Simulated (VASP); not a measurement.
Wanted: the native input for a VASP 6.6.1 run.

```yaml
Task: band structure
Functional: r2SCAN
Dispersion: rVV10
Potentials_or_basis: VASP PAW PBE potentials, release 64 (Al)
Cutoff: 520 eV
k_mesh: 16 × 16 × 16
Occupations: methfessel-paxton, width 0.1 eV
Spin: no spin polarisation
Further_INCAR_settings: ALGO = Normal; EDIFF = 1e-06; NBANDS = 8
```

The structure of Al lies in POSCAR:

```
Al                                      
1.0
    0.0000000000      1.9922162779      1.9922162779
    1.9922162779      0.0000000000      1.9922162779
    1.9922162779      1.9922162779      0.0000000000
  Al            
     1
Direct
     0.0000000000000000    0.0000000000000000    0.0000000000000000
```

The input as run:

INCAR

```
SYSTEM = Al
ALGO = Normal
BPARAM = 11.95
CPARAM = 0.0093
EDIFF = 1E-6
ENCUT = 520
ICORELEVEL = 1
ISIF = 2
ISMEAR = 1
IVDW_NL = 2
LASPH = .True.
LCHARG = .False.
LMIXTAU = .True.
LREAL = .False.
LUSE_VDW = .True.
LWAVE = .False.
METAGGA = R2SCAN
NBANDS = 8
NELM = 80
PREC = Accurate
SIGMA = 0.1
```

KPOINTS

```
k-points
0
Gamma
  16 16 16
  0 0 0
```

KPOINTS_OPT

```
explicit points
106
Reciprocal
 0.0000000000  0.0000000000  0.0000000000 1
 0.0555555556  0.0000000000  0.0555555556 1
 0.1111111111  0.0000000000  0.1111111111 1
 0.1666666667  0.0000000000  0.1666666667 1
 0.2222222222  0.0000000000  0.2222222222 1
 0.2777777778  0.0000000000  0.2777777778 1
 0.3333333333  0.0000000000  0.3333333333 1
 0.3888888889  0.0000000000  0.3888888889 1
 0.4444444444  0.0000000000  0.4444444444 1
 0.5000000000  0.0000000000  0.5000000000 1
 0.5000000000  0.0000000000  0.5000000000 1
 0.5000000000  0.0277777778  0.5277777778 1
 0.5000000000  0.0555555556  0.5555555556 1
 0.5000000000  0.0833333333  0.5833333333 1
 0.5000000000  0.1111111111  0.6111111111 1
 0.5000000000  0.1388888889  0.6388888889 1
 0.5000000000  0.1666666667  0.6666666667 1
 0.5000000000  0.1944444444  0.6944444444 1
 0.5000000000  0.2222222222  0.7222222222 1
 0.5000000000  0.2500000000  0.7500000000 1
 0.5000000000  0.2500000000  0.7500000000 1
 0.4861111111  0.2638888889  0.7500000000 1
 0.4722222222  0.2777777778  0.7500000000 1
 0.4583333333  0.2916666667  0.7500000000 1
 0.4444444444  0.3055555556  0.7500000000 1
 0.4305555556  0.3194444444  0.7500000000 1
 0.4166666667  0.3333333333  0.7500000000 1
 0.4027777778  0.3472222222  0.7500000000 1
 0.3888888889  0.3611111111  0.7500000000 1
 0.3750000000  0.3750000000  0.7500000000 1
 0.3750000000  0.3750000000  0.7500000000 1
 0.3333333333  0.3333333333  0.6666666667 1
 0.2916666667  0.2916666667  0.5833333333 1
 0.2500000000  0.2500000000  0.5000000000 1
 0.2083333333  0.2083333333  0.4166666667 1
 0.1666666667  0.1666666667  0.3333333333 1
 0.1250000000  0.1250000000  0.2500000000 1
 0.0833333333  0.0833333333  0.1666666667 1
 0.0416666667  0.0416666667  0.0833333333 1
 0.0000000000  0.0000000000  0.0000000000 1
 0.0000000000  0.0000000000  0.0000000000 1
 0.0555555556  0.0555555556  0.0555555556 1
 0.1111111111  0.1111111111  0.1111111111 1
 0.1666666667  0.1666666667  0.1666666667 1
 0.2222222222  0.2222222222  0.2222222222 1
 0.2777777778  0.2777777778  0.2777777778 1
 0.3333333333  0.3333333333  0.3333333333 1
 0.3888888889  0.3888888889  0.3888888889 1
 0.4444444444  0.4444444444  0.4444444444 1
 0.5000000000  0.5000000000  0.5000000000 1
 0.5000000000  0.5000000000  0.5000000000 1
 0.5138888889  0.4722222222  0.5138888889 1
 0.5277777778  0.4444444444  0.5277777778 1
 0.5416666667  0.4166666667  0.5416666667 1
 0.5555555556  0.3888888889  0.5555555556 1
 0.5694444444  0.3611111111  0.5694444444 1
 0.5833333333  0.3333333333  0.5833333333 1
 0.5972222222  0.3055555556  0.5972222222 1
 0.6111111111  0.2777777778  0.6111111111 1
 0.6250000000  0.2500000000  0.6250000000 1
 0.6250000000  0.2500000000  0.6250000000 1
 0.6111111111  0.2500000000  0.6388888889 1
 0.5972222222  0.2500000000  0.6527777778 1
 0.5833333333  0.2500000000  0.6666666667 1
 0.5694444444  0.2500000000  0.6805555556 1
 0.5555555556  0.2500000000  0.6944444444 1
 0.5416666667  0.2500000000  0.7083333333 1
 0.5277777778  0.2500000000  0.7222222222 1
 0.5138888889  0.2500000000  0.7361111111 1
 0.5000000000  0.2500000000  0.7500000000 1
 0.5000000000  0.2500000000  0.7500000000 1
 0.5000000000  0.2777777778  0.7222222222 1
 0.5000000000  0.3055555556  0.6944444444 1
 0.5000000000  0.3333333333  0.6666666667 1
 0.5000000000  0.3611111111  0.6388888889 1
 0.5000000000  0.3888888889  0.6111111111 1
 0.5000000000  0.4166666667  0.5833333333 1
 0.5000000000  0.4444444444  0.5555555556 1
 0.5000000000  0.4722222222  0.5277777778 1
 0.5000000000  0.5000000000  0.5000000000 1
 0.5000000000  0.5000000000  0.5000000000 1
 0.4861111111  0.4861111111  0.5277777778 1
 0.4722222222  0.4722222222  0.5555555556 1
 0.4583333333  0.4583333333  0.5833333333 1
 0.4444444444  0.4444444444  0.6111111111 1
 0.4305555556  0.4305555556  0.6388888889 1
 0.4166666667  0.4166666667  0.6666666667 1
 0.4027777778  0.4027777778  0.6944444444 1
 0.3888888889  0.3888888889  0.7222222222 1
 0.3750000000  0.3750000000  0.7500000000 1
 0.6250000000  0.2500000000  0.6250000000 1
 0.6111111111  0.2222222222  0.6111111111 1
 0.5972222222  0.1944444444  0.5972222222 1
 0.5833333333  0.1666666667  0.5833333333 1
 0.5694444444  0.1388888889  0.5694444444 1
 0.5555555556  0.1111111111  0.5555555556 1
 0.5416666667  0.0833333333  0.5416666667 1
 0.5277777778  0.0555555556  0.5277777778 1
 0.5138888889  0.0277777778  0.5138888889 1
 0.5000000000  0.0000000000  0.5000000000 1
 0.0000000000  0.0000000000  0.0000000000 1
 0.3750000000  0.3750000000  0.7500000000 1
 0.5000000000  0.5000000000  0.5000000000 1
 0.6250000000  0.2500000000  0.6250000000 1
 0.5000000000  0.2500000000  0.7500000000 1
 0.5000000000  0.0000000000  0.5000000000 1
```

Potentials or basis: VASP PAW PBE potentials, release 64 (Al).

The run is started by

```sh
$ cat potpaw_PBE.64/Al/POTCAR > POTCAR
$ mpirun -np 1 vasp_std > vasp.out
```

Results of the run:

```yaml
Pressure: 0.1 GPa
Band_gap_along_the_path: none (metal or under the smearing width)
```

Caveat: the PAW data sets were made with another functional, which shifts forces and pressure a little.

Wall time 110 s on 1 thread of AMD EPYC 9R45 (Zen 5) (shared host), peak memory 0.19 GiB.
